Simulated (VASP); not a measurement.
Input of a VASP 6.6.1 run:

Contents of INCAR:

```
PREC = Accurate
ENCUT = 520
EDIFF = 1E-6
ISMEAR = 1
SIGMA = 0.1
LREAL = False
LASPH = True
NELM = 80
ALGO = Normal
ISIF = 2
LWAVE = False
LCHARG = True
GGA = PE
LVHAR = True
```

KPOINTS

```
Automatic mesh
0
Gamma
  18 18 18
```

File POSCAR:

```
Au                                      
1.0
    0.0000000000      2.0780098977      2.0780098977
    2.0780098977      0.0000000000      2.0780098977
    2.0780098977      2.0780098977      0.0000000000
  Au            
     1
Direct
     0.0000000000000000    0.0000000000000000    0.0000000000000000
```

Potentials or basis: VASP PAW PBE potentials, release 64 (Au).

Launch:

```sh
$ cat potpaw_PBE.64/Au/POTCAR > POTCAR
$ mpirun -np 1 vasp_std > vasp.out
```

**Question.** What does it give for the band gap on the k mesh?

**Answer.** None (metal or under the smearing width).

**Question.** Predict the pressure.

**Answer.** 0.0 GPa.

Spin-orbit coupling is left out, which matters for the levels of Au.
